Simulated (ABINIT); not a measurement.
## AlAs (F-43m): G0W0 in ABINIT against the k mesh

Wanted: the cheapest k mesh that holds the gap of AlAs (F-43m).

Method: LDA and many-body steps on it, plane waves, in ABINIT 10.8.3.

This is a report of a sequence of runs, with most program output left out.

**1. Starting point**

Symmetry: F-43m, No. 216, cubic system. The conventional cell has a = 5.661 Å, b = 5.661 Å, c = 5.661 Å, α = 90.00°, β = 90.00°, γ = 90.00°. Al has 4 As at 2.45 Å nearest. Nearest to As lie 4 Al at 2.45 Å. Farther neighbours are not listed.

The cell and positions come from the Crystallography Open Database and are kept as given unless a step says otherwise.

**2. Empty states on the mesh, 4×4×4 mesh, 90 bands**

This step: ABINIT 10.8.3; DFT, LDA, plane waves, norm-conserving pseudopotentials.

The sums over transitions need many empty states on a uniform mesh; this step solves for them.

Input file run.abi:

```
acell 3*1.0 Angstrom
rprim 
  0.000000000000 2.830400000000 2.830400000000
  2.830400000000 0.000000000000 2.830400000000
  2.830400000000 2.830400000000 -0.000000000000
ntypat 2
znucl 13 33
natom 2
typat 1 2
xred 
  0.000000000000 0.000000000000 0.000000000000
  0.250000000000 0.250000000000 0.250000000000
pp_dirpath "pseudos"
pseudos "Al.upf, As.upf"
ecut 34
ngkpt 4 4 4
nshiftk 1
shiftk 0 0 0
kptopt 1
chksymbreak 0
irdden 1
istwfk *1
nband 90
prtvol 0
optdriver 6
gwr_task "HDIAGO"
paral_kgb 0
occopt 1
indata_prefix "in"
outdata_prefix "out"
tmpdata_prefix "tmp"
```

The run is started by

```bash
$ OMP_NUM_THREADS=1 mpirun -n 4 abinit run.abi > log
```

The job ended after 40 s (4 MPI ranks of Arm Neoverse V1, shared host; peak memory 2 GiB; 2.7 min of CPU time).

Numbers from this step:

* gap: 1.351 eV
* k of the valence top: 0, 0, 0
* k of the conduction bottom: 0.5, 0.5, 0
* least direct gap: 1.835 eV
* k points computed: 8
* lowest point of the top converged band, above the valence top: 70.1548 eV

On this mesh the gap is 1.351 eV.

The density comes from a self-consistent run that is not shown.

**3. Empty states on the mesh, 2×2×2 mesh, 31 bands**

Edit run.abi of step 2 so:

```diff
@@ -15,3 +15,3 @@
 ecut 34
-ngkpt 4 4 4
+ngkpt 2 2 2
 nshiftk 1
@@ -20,10 +20,10 @@
 chksymbreak 0
+iscf -2
 irdden 1
 istwfk *1
-nband 90
+nband 31
+nbdbuf 4
+tolwfr 1e-09
+nstep 60
 prtvol 0
-optdriver 6
-gwr_task "HDIAGO"
-paral_kgb 0
-occopt 1
 indata_prefix "in"
```

The job ended after 4 s (4 MPI ranks; peak memory 0.23 GiB; 16 s of CPU time).

This step gave:

* gap: 1.351 eV
* k of the valence top: 0, 0, 0
* k of the conduction bottom: 0.5, 0.5, 0
* least direct gap: 1.835 eV
* k points computed: 3
* lowest point of the top converged band, above the valence top: 21.50 eV

On this mesh the gap is 1.351 eV.

**4. Empty states on the mesh, 6×6×6 mesh, 31 bands**

Edit run.abi of step 3 so:

```diff
@@ -15,3 +15,3 @@
 ecut 34
-ngkpt 2 2 2
+ngkpt 6 6 6
 nshiftk 1
```

It took 9.3 s on 4 MPI ranks; peak memory 0.25 GiB; 37 s of CPU time.

Numbers from this step:

- gap: 1.351 eV
- k of the valence top: 0, 0, 0
- k of the conduction bottom: 0.5, 0.5, 0
- least direct gap: 1.835 eV
- k points computed: 16
- lowest point of the top converged band, above the valence top: 21.50 eV

On this mesh the gap is 1.351 eV.

**5. Screening, 2×2×2 mesh, 27 bands, screening to 106.1 eV**

The RPA dielectric matrix is built and inverted for each q.

This step: RPA screening on LDA, plane waves, norm-conserving pseudopotentials.

Edit run.abi of step 4 so:

```diff
@@ -15,3 +15,3 @@
 ecut 34
-ngkpt 6 6 6
+ngkpt 2 2 2
 nshiftk 1
@@ -20,10 +20,11 @@
 chksymbreak 0
-iscf -2
-irdden 1
 istwfk *1
-nband 31
-nbdbuf 4
-tolwfr 1e-09
-nstep 60
-prtvol 0
+occopt 1
+irdwfk 1
+optdriver 3
+nband 27
+ecuteps 3.9
+inclvkb 2
+awtr 1
+symchi 1
 indata_prefix "in"
```

Run time: 2.6 s. Hardware: 4 MPI ranks; peak memory 0.09 GiB.

Numbers from this step:

```yaml
eps_infinity_with_local_fields_on_this_mesh_along_the_program_s_q_direction: 42.55
the_same_without_local_fields: 51.03
plasma_frequency: 23.39 eV
plane_waves_in_the_screening_matrix: 113
```

Local fields lower ε∞ by 17 %. On a Γ-centred mesh this coarse the value itself is usually too large, while a short band sum pulls it down.

**6. 2×2×2**

This step: G0W0 on LDA, plane waves, norm-conserving pseudopotentials.

Edit run.abi of step 5 so:

```diff
@@ -23,8 +23,17 @@
 irdwfk 1
-optdriver 3
+optdriver 4
 nband 27
+gwcalctyp 0
+ecutsigx 34
+symsigma 1
+nkptgw 2
+kptgw 
+  0.0000000000 0.0000000000 0.0000000000
+  0.5000000000 0.5000000000 0.0000000000
+bdgw 
+  7 13
+  8 11
 ecuteps 3.9
-inclvkb 2
-awtr 1
-symchi 1
+irdscr 1
+ppmodel 1
 indata_prefix "in"
```

Elapsed: 2.7 s, on 4 MPI ranks; peak memory 0.1 GiB; 11 s of CPU time.

This step gave:

| Item | Value |
| --- | --- |
| G0W0 gap on the points computed | 2.144 eV |
| starting gap on the mesh | 1.351 eV |
| k of the valence top | 0, 0, 0 |
| k of the conduction bottom | 0.5, 0.5, 0 |
| Z at the valence top | 0.809 |
| Z at the conduction bottom | 0.824 |
| least direct G0W0 gap on the computed points | 2.946 eV |

**7. Screening, 4×4×4 mesh, 27 bands, screening to 106.1 eV**

This step: RPA screening on LDA, plane waves, norm-conserving pseudopotentials.

Edit run.abi of step 6 so:

```diff
@@ -15,3 +15,3 @@
 ecut 34
-ngkpt 2 2 2
+ngkpt 4 4 4
 nshiftk 1
@@ -23,17 +23,8 @@
 irdwfk 1
-optdriver 4
+optdriver 3
 nband 27
-gwcalctyp 0
-ecutsigx 34
-symsigma 1
-nkptgw 2
-kptgw 
-  0.0000000000 0.0000000000 0.0000000000
-  0.5000000000 0.5000000000 0.0000000000
-bdgw 
-  7 13
-  8 11
 ecuteps 3.9
-irdscr 1
-ppmodel 1
+inclvkb 2
+awtr 1
+symchi 1
 indata_prefix "in"
```

Elapsed: 5.3 s, on 4 MPI ranks; peak memory 0.43 GiB; 21 s of CPU time.

Numbers from this step:

```yaml
eps_infinity_with_local_fields_on_this_mesh_along_the_program_s_q_direction: 15.72
the_same_without_local_fields: 17.67
plasma_frequency: 23.39 eV
plane_waves_in_the_screening_matrix: 113
```

**8. 4×4×4**

The self-energy is evaluated for the states that the input lists, and the levels follow from it, in one-shot runs by the linearised quasiparticle equation.

This step: G0W0 on LDA, plane waves, norm-conserving pseudopotentials.

Edit run.abi of step 7 so:

```diff
@@ -23,8 +23,17 @@
 irdwfk 1
-optdriver 3
+optdriver 4
 nband 27
+gwcalctyp 0
+ecutsigx 34
+symsigma 1
+nkptgw 2
+kptgw 
+  0.0000000000 0.0000000000 0.0000000000
+  0.5000000000 0.5000000000 0.0000000000
+bdgw 
+  7 13
+  8 11
 ecuteps 3.9
-inclvkb 2
-awtr 1
-symchi 1
+irdscr 1
+ppmodel 1
 indata_prefix "in"
```

The job ended after 3.4 s (4 MPI ranks; peak memory 0.49 GiB).

This step gave:

| Quantity | Value |
| --- | --- |
| G0W0 gap on the points computed | 2.174 eV |
| starting gap on the mesh | 1.351 eV |
| k of the valence top | 0, 0, 0 |
| k of the conduction bottom | 0.5, 0.5, 0 |
| Z at the valence top | 0.787 |
| Z at the conduction bottom | 0.803 |
| least direct G0W0 gap on the computed points | 2.868 eV |

The gap on the mesh goes from 1.35 eV to 2.17 eV, a correction of +0.82 eV.

**9. Screening, 6×6×6 mesh, 27 bands, screening to 106.1 eV**

This step: RPA screening on LDA, plane waves, norm-conserving pseudopotentials.

Edit run.abi of step 8 so:

```diff
@@ -15,3 +15,3 @@
 ecut 34
-ngkpt 4 4 4
+ngkpt 6 6 6
 nshiftk 1
@@ -23,17 +23,8 @@
 irdwfk 1
-optdriver 4
+optdriver 3
 nband 27
-gwcalctyp 0
-ecutsigx 34
-symsigma 1
-nkptgw 2
-kptgw 
-  0.0000000000 0.0000000000 0.0000000000
-  0.5000000000 0.5000000000 0.0000000000
-bdgw 
-  7 13
-  8 11
 ecuteps 3.9
-irdscr 1
-ppmodel 1
+inclvkb 2
+awtr 1
+symchi 1
 indata_prefix "in"
```

Wall time 23 s (4 MPI ranks); peak memory 0.63 GiB.

Numbers from this step:

```
ε∞ with local fields, on this mesh, along the program's q direction : 10.83
the same without local fields                                       : 12.29
plasma frequency                                                    : 23.39 eV
plane waves in the screening matrix                                 : 113
```

**10. 6×6×6**

This step: G0W0 on LDA, plane waves, norm-conserving pseudopotentials.

Edit run.abi of step 9 so:

```diff
@@ -23,8 +23,17 @@
 irdwfk 1
-optdriver 3
+optdriver 4
 nband 27
+gwcalctyp 0
+ecutsigx 34
+symsigma 1
+nkptgw 2
+kptgw 
+  0.0000000000 0.0000000000 0.0000000000
+  0.5000000000 0.5000000000 0.0000000000
+bdgw 
+  7 13
+  8 11
 ecuteps 3.9
-inclvkb 2
-awtr 1
-symchi 1
+irdscr 1
+ppmodel 1
 indata_prefix "in"
```

Run time: 4.5 s. Hardware: 4 MPI ranks; peak memory 0.76 GiB; 18 s of CPU time.

This step gave:

* G0W0 gap on the points computed: 2.19 eV
* starting gap on the mesh: 1.351 eV
* k of the valence top: 0, 0, 0
* k of the conduction bottom: 0.5, 0.5, 0
* least direct G0W0 gap on the computed points: 2.863 eV

Against the run before, the gap moves by +0.016 eV.

**11. The runs together**

Times are wall times on 4 MPI ranks of Arm Neoverse V1, shared host, good to a factor of about two. A run's time includes the screening step that it read.

| run | mesh | bands | screening cutoff (eV) | DFT gap (eV) | gap on the mesh (eV) | direct (eV) | ε∞ used | time |
| --- | --- | --- | --- | --- | --- | --- | --- | --- |
| 2×2×2 | 2×2×2 | 27 | 106.1 | 1.351 | 2.144 | 2.946 | 42.55 | 5.3 s |
| 4×4×4 | 4×4×4 | 27 | 106.1 | 1.351 | 2.174 | 2.868 | 15.72 | 8.7 s |
| 6×6×6 | 6×6×6 | 27 | 106.1 | 1.351 | 2.190 | 2.863 | 10.83 | 27 s |

**12. What came out**

```json
{
 "2×2×2": "2.144 eV",
 "4×4×4": "2.174 eV",
 "6×6×6": "2.190 eV",
 "known limits": "not at the basis limit; exchange with frozen shells missing; no spin-orbit coupling; coarse k mesh"
}
```

In words: The setting moved: k mesh. From 2×2×2 to 6×6×6 the gap moves by +0.05 eV, for 5.1 times the time. The last step still moves it by +0.016 eV. Bands and screening cutoff are coupled, so a series along one setting does not show full convergence. Bands and cutoff are finite, so the gap is not at the basis limit. The miss can reach some tenths of an eV and take either sign; the mesh is an error of its own. In the G0W0 runs levels were corrected at 2 k points alone, so a gap called «on the mesh» is the least over those, and an edge elsewhere would be missed. The 2×2×2 mesh is coarse for this cell, which bears on the long-range parts of exchange and screening. The norm-conserving file of at least one element keeps a d shell over frozen s and p shells of the same row. Exchange with those shells is missing from the self-energy, an error of 0.3 to 0.9 eV in cases checked, whose sign depends on which edge lies on those atoms. The many-body steps are scalar-relativistic: spin-orbit coupling is not in them.

[Paths, hosts, dates, memory and timing lines, banners, echoed tables and standing remarks are left out of the program output.]

[Logs are printed without paths, hosts, clocks, repeated set-up lines and the standing remarks that a program may print on its own settings, such as how far it seeks lower states.]

[Runs of the session that timed out or met a known fault of the program may be left out.]

[Hosts, paths, dates, database ids (printed as entryN), source tags and the programs' standing remarks are cut or masked in the printed files.]

[G0W0 gaps are taken among the corrected bands and points alone; a level outside them can change the order at an edge.]

[Where Ansatz stands beside ABINIT at settings called matched, ABINIT's density can come from a denser mesh and the files from another edition; pairs whose starting gaps differed by over 0.03 eV were left out, so agreement reads better than it is.]
